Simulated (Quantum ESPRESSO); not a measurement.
# BN (F-43m) in Quantum ESPRESSO: further runs, part 2 of 2

Quantum ESPRESSO 7.5. Earlier steps stand in the parts before.

## (3) Single point, OLYP, 5.60 Å³/atom

Contents of pw.in:

```
&CONTROL
  calculation = 'scf'
  prefix = 'pwscf'
  outdir = './tmp'
  pseudo_dir = './pseudo'
  tprnfor = .true.
  tstress = .true.
  disk_io = 'nowf'
/
&SYSTEM
  ibrav = 0
  nat = 2
  ntyp = 2
  ecutwfc = 84
  nbnd = 9
  input_dft = 'XC-000I-000I-110L-131L-000I-000I'
  occupations = 'smearing'
  smearing = 'fd'
  degauss = 0.00367493
/
&ELECTRONS
  conv_thr = 4d-10
  electron_maxstep = 120
  mixing_beta = 0.5
/
ATOMIC_SPECIES
N     14.0070 N.upf
B     10.8100 B.upf
CELL_PARAMETERS angstrom
   0.0000000000    1.7759905947    1.7759905947
   1.7759905947    0.0000000000    1.7759905947
   1.7759905947    1.7759905947    0.0000000000
ATOMIC_POSITIONS crystal
N      0.2500000000    0.2500000000    0.2500000000
B      0.0000000000    0.0000000000    0.0000000000
K_POINTS automatic
13 13 13 0 0 0
```

Potentials or basis: PseudoDojo 0.4.1 SR PBE standard.

The run is started by

```bash
> OMP_NUM_THREADS=1 pw.x -in pw.in > pw.out
```

pw.out:

```text
This program is part of the open-source Quantum ESPRESSO suite
     for quantum simulation of materials; please cite
         "P. Giannozzi et al., J. Phys.:Condens. Matter 21 395502 (2009);
         "P. Giannozzi et al., J. Phys.:Condens. Matter 29 465901 (2017);
         "P. Giannozzi et al., J. Chem. Phys. 152 154105 (2020);
     in publications or presentations arising from this work. More details at

     IMPORTANT: XC functional enforced from input :
     Exchange-correlation= XC-000I-000I-110L-131L-000I-000I
                           (   0   0 110 131   0   0   0)
     Any further DFT definition will be discarded
     Please, verify this is what you really want

     Message from routine setup:
     using ibrav=0 with symmetry is DISCOURAGED, use correct ibrav instead

     G-vector sticks info
     --------------------
     sticks:   dense  smooth     PW     G-vecs:    dense   smooth      PW
     Sum         511     511    163                 7799     7799    1459

     Using Slab Decomposition

     bravais-lattice index     =            0
     lattice parameter (alat)  =       4.7463  a.u.
     unit-cell volume          =      75.6047 (a.u.)^3
     number of atoms/cell      =            2
     number of atomic types    =            2
     number of electrons       =         8.00
     number of Kohn-Sham states=            9
     kinetic-energy cutoff     =      84.0000  Ry
     charge density cutoff     =     336.0000  Ry
     scf convergence threshold =      4.0E-10
     mixing beta               =       0.5000
     number of iterations used =            8  plain     mixing
     Exchange-correlation= XC-000I-000I-110L-131L-000I-000I
                           (   0   0 110 131   0   0   0)

     celldm(1)=   4.746293  celldm(2)=   0.000000  celldm(3)=   0.000000
     celldm(4)=   0.000000  celldm(5)=   0.000000  celldm(6)=   0.000000

     crystal axes: (cart. coord. in units of alat)
               a(1) = (   0.000000   0.707107   0.707107 )
               a(2) = (   0.707107   0.000000   0.707107 )
               a(3) = (   0.707107   0.707107   0.000000 )

     reciprocal axes: (cart. coord. in units 2 pi/alat)
               b(1) = ( -0.707107  0.707107  0.707107 )
               b(2) = (  0.707107 -0.707107  0.707107 )
               b(3) = (  0.707107  0.707107 -0.707107 )

     PseudoPot. # 1 for N  read from file:
     N.upf
     Pseudo is Norm-conserving + core correction, Zval =  5.0
     Generated using ONCVPSP code by D. R. Hamann
     Using radial grid of 1058 points,  4 beta functions with:
                l(1) =   0
                l(2) =   0
                l(3) =   1
                l(4) =   1

     PseudoPot. # 2 for B  read from file:
     B.upf
     Pseudo is Norm-conserving + core correction, Zval =  3.0
     Generated using ONCVPSP code by D. R. Hamann
     Using radial grid of 1534 points,  4 beta functions with:
                l(1) =   0
                l(2) =   0
                l(3) =   1
                l(4) =   1

     atomic species   valence    mass     pseudopotential
     N                 5.00    14.00700     N ( 1.00)
     B                 3.00    10.81000     B ( 1.00)

     24 Sym. Ops. (no inversion) found

   Cartesian axes

     site n.     atom                  positions (alat units)
         1        N      tau(   1) = (   0.3535534   0.3535534   0.3535534  )
         2        B      tau(   2) = (   0.0000000   0.0000000   0.0000000  )

     number of k points=    84  Fermi-Dirac smearing, width (Ry)=  0.0037
                       cart. coord. in units 2pi/alat
        k(    1) = (   0.0000000   0.0000000   0.0000000), wk =   0.0009103
        k(    2) = (   0.0543928   0.0543928  -0.0543928), wk =   0.0072827
        k(    3) = (   0.1087857   0.1087857  -0.1087857), wk =   0.0072827
        k(    4) = (   0.1631785   0.1631785  -0.1631785), wk =   0.0072827
        k(    5) = (   0.2175713   0.2175713  -0.2175713), wk =   0.0072827
        k(    6) = (   0.2719641   0.2719641  -0.2719641), wk =   0.0072827
[... 76 lines left out ...]
        k(   83) = (   0.0000000  -0.4351426   0.6527140), wk =   0.0218480
        k(   84) = (  -0.0543928  -0.3807498   0.7071068), wk =   0.0218480

     Dense  grid:     7799 G-vectors     FFT dimensions: (  27,  27,  27)

     WARNING: libxc functional with ID  110 depends
      on external parameters: check the user_guide of
      QE if you need to modify them or to check their
      default values.

     WARNING: libxc functional with ID  131 depends
      on external parameters: check the user_guide of
      QE if you need to modify them or to check their
      default values.

     Initial potential from superposition of free atoms

     starting charge       7.9997, renormalised to       8.0000
     Starting wfcs are    8 randomized atomic wfcs +    1 random wfcs

     Self-consistent Calculation

     iteration #  1     ecut=    84.00 Ry     beta= 0.50
     Davidson diagonalization with overlap
     ethr =  1.00E-02,  avg # of iterations =  5.1

     total energy              =     -26.76596059 Ry
     estimated scf accuracy    <       0.23785483 Ry

     iteration #  2     ecut=    84.00 Ry     beta= 0.50
     Davidson diagonalization with overlap
     ethr =  2.97E-03,  avg # of iterations =  1.0
[... 43 lines left out ...]
     total energy              =     -26.80746538 Ry
     estimated scf accuracy    <          1.3E-09 Ry

     iteration #  9     ecut=    84.00 Ry     beta= 0.50
     Davidson diagonalization with overlap
     ethr =  1.60E-11,  avg # of iterations =  2.1

     End of self-consistent calculation

          k = 0.0000 0.0000 0.0000 (   941 PWs)   bands (ev):

    -8.8554  11.8951  11.8951  11.8951  21.0770  21.0770  21.0770  23.2898
    38.0129

          k = 0.0544 0.0544-0.0544 (   950 PWs)   bands (ev):

    -8.7059  11.0917  11.7317  11.7317  21.3245  21.3245  21.3381  23.7160
    37.7569
[... 403 lines left out ...]
    -2.7279   3.7150   4.4674   6.0227  20.7718  25.5455  27.0550  28.9707
    32.0350

          k =-0.0544-0.3807 0.7071 (   985 PWs)   bands (ev):

    -2.7438   3.8198   4.6720   5.5741  21.8003  25.6128  26.8282  28.2211
    31.9280

     the Fermi energy is    14.5788 ev

!    total energy              =     -26.80746538 Ry
     estimated scf accuracy    <          5.7E-11 Ry
     smearing contrib. (-TS)   =       0.00000000 Ry
     internal energy E=F+TS    =     -26.80746538 Ry

     The total energy is F=E-TS. E is the sum of the following terms:
     one-electron contribution =       5.31474421 Ry
     hartree contribution      =       3.53293380 Ry
     xc contribution           =      -8.84702252 Ry
     ewald contribution        =     -26.80812087 Ry

     convergence has been achieved in   9 iterations

     Forces acting on atoms (cartesian axes, Ry/au):

     atom    1 type  1   force =     0.00000000    0.00000000    0.00000000
     atom    2 type  2   force =     0.00000000    0.00000000    0.00000000

     Total force =     0.000000     Total SCF correction =     0.000000

     Computing stress (Cartesian axis) and pressure

          total   stress  (Ry/bohr**3)                   (kbar)     P=      139.31
   0.00094702  -0.00000000  -0.00000000          139.31       -0.00       -0.00
   0.00000000   0.00094702  -0.00000000            0.00      139.31       -0.00
  -0.00000000  -0.00000000   0.00094702           -0.00       -0.00      139.31

=------------------------------------------------------------------------------=
   JOB DONE.
=------------------------------------------------------------------------------=
```

Run time: 5 s. Hardware: 1 thread of Intel Xeon 6985P-C at 2.30GHz (Granite Rapids), shared host; peak memory 0.09 GiB.

Results:

* Free energy: -364.7341 eV
* Pressure: 13.9 GPa
* Band gap on the k mesh: 4.87 eV, indirect (least direct gap 9.18 eV)

Caveat: the potentials were made for another functional, which shifts forces and pressure; an odd mesh through Γ misses points on the zone boundary, where band edges often lie.

## (4) Single point, OLYP, 5.72 Å³/atom

Edit pw.in of step 3 so:

```diff
@@ -29,5 +29,5 @@
 CELL_PARAMETERS angstrom
-   0.0000000000    1.7759905947    1.7759905947
-   1.7759905947    0.0000000000    1.7759905947
-   1.7759905947    1.7759905947    0.0000000000
+   0.0000000000    1.7884979828    1.7884979828
+   1.7884979828    0.0000000000    1.7884979828
+   1.7884979828    1.7884979828    0.0000000000
 ATOMIC_POSITIONS crystal
```

The run is started by

```bash
> OMP_NUM_THREADS=1 pw.x -in pw.in > pw.out
```

Run time: 5 s. Hardware: 1 thread of Intel Xeon 6985P-C at 2.30GHz (Granite Rapids), shared host; peak memory 0.09 GiB.

It converged, with:

- Free energy: -364.7482 eV
- Pressure: 5.1 GPa
- Band gap on the k mesh: 4.85 eV, indirect (least direct gap 9.08 eV)

Caveat: the potentials were made for another functional, which shifts forces and pressure; an odd mesh through Γ misses points on the zone boundary, where band edges often lie.

## (5) Single point, OLYP, 5.84 Å³/atom

Edit pw.in of step 4 so:

```diff
@@ -29,5 +29,5 @@
 CELL_PARAMETERS angstrom
-   0.0000000000    1.7884979828    1.7884979828
-   1.7884979828    0.0000000000    1.7884979828
-   1.7884979828    1.7884979828    0.0000000000
+   0.0000000000    1.8008328414    1.8008328414
+   1.8008328414    0.0000000000    1.8008328414
+   1.8008328414    1.8008328414    0.0000000000
 ATOMIC_POSITIONS crystal
```

The run is started by

```bash
> OMP_NUM_THREADS=1 pw.x -in pw.in > pw.out
```

Wall time 4.9 s (1 thread of Intel Xeon 6985P-C at 2.30GHz (Granite Rapids), shared host); peak memory 0.09 GiB.

It converged, with:

- Free energy: -364.7496 eV
- Pressure: -3.0 GPa
- Band gap on the k mesh: 4.82 eV, indirect (least direct gap 8.98 eV)

Caveat: the potentials were made for another functional, which shifts forces and pressure; an odd mesh through Γ misses points on the zone boundary, where band edges often lie.

## (6) Single point, OLYP, 5.96 Å³/atom

Edit pw.in of step 5 so:

```diff
@@ -29,5 +29,5 @@
 CELL_PARAMETERS angstrom
-   0.0000000000    1.8008328414    1.8008328414
-   1.8008328414    0.0000000000    1.8008328414
-   1.8008328414    1.8008328414    0.0000000000
+   0.0000000000    1.8130010000    1.8130010000
+   1.8130010000    0.0000000000    1.8130010000
+   1.8130010000    1.8130010000    0.0000000000
 ATOMIC_POSITIONS crystal
```

Potentials or basis: PseudoDojo 0.4.1 SR PBE standard.

The run is started by

```bash
> OMP_NUM_THREADS=1 pw.x -in pw.in > pw.out
```

It took 5 s on 1 thread of Intel Xeon 6985P-C at 2.30GHz (Granite Rapids), shared host; peak memory 0.09 GiB.

Results (log left out):

```yaml
Free_energy: -364.7397 eV
Pressure: -10.3 GPa
Band_gap_on_the_k_mesh: 4.80 eV, indirect (least direct gap 8.88 eV)
```

Caveat: the potentials were made for another functional, which shifts forces and pressure; an odd mesh through Γ misses points on the zone boundary, where band edges often lie.

## (7) Single point, OLYP, 6.08 Å³/atom

Edit pw.in of step 6 so:

```diff
@@ -29,5 +29,5 @@
 CELL_PARAMETERS angstrom
-   0.0000000000    1.8130010000    1.8130010000
-   1.8130010000    0.0000000000    1.8130010000
-   1.8130010000    1.8130010000    0.0000000000
+   0.0000000000    1.8250079791    1.8250079791
+   1.8250079791    0.0000000000    1.8250079791
+   1.8250079791    1.8250079791    0.0000000000
 ATOMIC_POSITIONS crystal
```

The run is started by

```bash
> OMP_NUM_THREADS=1 pw.x -in pw.in > pw.out
```

Wall time 5.1 s (1 thread of Intel Xeon 6985P-C at 2.30GHz (Granite Rapids), shared host); peak memory 0.09 GiB.

It converged, with:

| Property | Result |
| --- | --- |
| Free energy | -364.7193 eV |
| Pressure | -16.9 GPa |
| Band gap on the k mesh | 4.78 eV, indirect (least direct gap 8.78 eV) |

Caveat: the potentials were made for another functional, which shifts forces and pressure; an odd mesh through Γ misses points on the zone boundary, where band edges often lie.

## (8) Single point, OLYP, 6.20 Å³/atom

Edit pw.in of step 7 so:

```diff
@@ -29,5 +29,5 @@
 CELL_PARAMETERS angstrom
-   0.0000000000    1.8250079791    1.8250079791
-   1.8250079791    0.0000000000    1.8250079791
-   1.8250079791    1.8250079791    0.0000000000
+   0.0000000000    1.8368590123    1.8368590123
+   1.8368590123    0.0000000000    1.8368590123
+   1.8368590123    1.8368590123    0.0000000000
 ATOMIC_POSITIONS crystal
```

The run is started by

```bash
> OMP_NUM_THREADS=1 pw.x -in pw.in > pw.out
```

Wall time 5.2 s (1 thread of Intel Xeon 6985P-C at 2.30GHz (Granite Rapids), shared host); peak memory 0.09 GiB.

Results (log left out):

| Property | Result |
| --- | --- |
| Free energy | -364.6896 eV |
| Pressure | -23.0 GPa |
| Band gap on the k mesh | 4.76 eV, indirect (least direct gap 8.69 eV) |

Caveat: the potentials were made for another functional, which shifts forces and pressure; an odd mesh through Γ misses points on the zone boundary, where band edges often lie.

## (9) Single point, OLYP, 6.32 Å³/atom

Edit pw.in of step 8 so:

```diff
@@ -29,5 +29,5 @@
 CELL_PARAMETERS angstrom
-   0.0000000000    1.8368590123    1.8368590123
-   1.8368590123    0.0000000000    1.8368590123
-   1.8368590123    1.8368590123    0.0000000000
+   0.0000000000    1.8485590667    1.8485590667
+   1.8485590667    0.0000000000    1.8485590667
+   1.8485590667    1.8485590667    0.0000000000
 ATOMIC_POSITIONS crystal
```

Potentials or basis: PseudoDojo 0.4.1 SR PBE standard.

The run is started by

```bash
> OMP_NUM_THREADS=1 pw.x -in pw.in > pw.out
```

Run time: 5.3 s. Hardware: 1 thread of Intel Xeon 6985P-C at 2.30GHz (Granite Rapids), shared host; peak memory 0.09 GiB.

It converged, with:

| Quantity | Value |
| --- | --- |
| Free energy | -364.6513 eV |
| Pressure | -28.4 GPa |
| Band gap on the k mesh | 4.74 eV, indirect (least direct gap 8.60 eV) |

Caveat: the potentials were made for another functional, which shifts forces and pressure; an odd mesh through Γ misses points on the zone boundary, where band edges often lie.

## (10) Equation of state, OLYP

This step only gathers the single runs of the series.

What came out:

- Equilibrium volume: 5.79 Å³/atom
- Bulk modulus: 387 GPa
- Pressure derivative of the bulk modulus: 3.7

Energy against volume, from the lowest point:
```csv
volume (Å³/atom),energy (meV/atom)
5.602,7.74
5.721,0.73
5.840,0.00
5.959,4.98
6.078,15.15
6.198,30.03
6.317,49.18
```

Caveat: the potentials were made for another functional, which shifts forces and pressure.

## (11) Comparison with measurements

Step 2. A measured gap of BN is 6.4 eV (indirect; 300 K; a printed reference work, monograph); the calculated 4.73 eV misses it by -1.67 eV. The value is that of OLYP, without temperature or zero-point motion. The cell is a database's relaxed one, not the measured one, which moves gaps too.

Step 10. Against the measured bulk modulus of BN, 395 GPa (300 K; quoted in “Effect of nanostructuration on compressibility of cubic BN”, 2012, arxiv:1208.3664), the calculated 387 GPa is off by -2.0 %. The fit is for a static lattice scaled at fixed shape and fixed fractional positions.
